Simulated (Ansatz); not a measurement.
**All-electron card of InAs**

```xyz
2
Lattice="0.0000 3.0240 3.0240 3.0240 0.0000 3.0240 3.0240 3.0240 0.0000" Properties=species:S:1:pos:R:3 pbc="T T T"
In    0.0000    0.0000    0.0000
As    4.5360    4.5360    4.5360
```

Atoms are numbered in the order listed.

The cell is COD entry 1537448, as deposited and not checked against the literature; nothing was relaxed. It is an old determination, and later ones may differ.

Spin–orbit coupling is left out, though it moves levels of the heavy atoms by tenths of an eV or more.

All numbers are computed: DFT, PBE, all-electron LAPW, scalar-relativistic (Ansatz 0.2.0); DFT, PBE, PAW with Ansatz's default frozen-core files, scalar-relativistic (Ansatz 0.2.0).

For LAPW: a Γ-centred 10×10×10 k mesh, Fermi–Dirac smearing of 0.08 eV, basis error target 0.25 meV/atom, no spin polarisation. PAW takes a cutoff of 420 eV at this cell. The Ansatz runs share mesh, smearing and spin set-up. Values come from LAPW unless marked.

```yaml
Band_gap: none at this level of theory (metallic, semimetallic, or a small gap that the functional closes)
Volume_per_atom: 186.6 bohr³
```

(1) Bader charges (from the PAW run): what does the calculation give?

(2) Predict this quantity. Density of states at the Fermi level (0.2 eV bin).

(3) Löwdin charges (with 0.03 e of the cell spilling out of the atomic basis, so their sizes and signs hang on that basis): what does the calculation give?

(4) Predict this quantity. Pressure at this cell.

Results:

(1) In1 +0.74, As2 -0.74 e.

(2) 0.00 states/eV per cell.

(3) In1 0.23, As2 -0.19 e.

(4) 3.89 GPa.
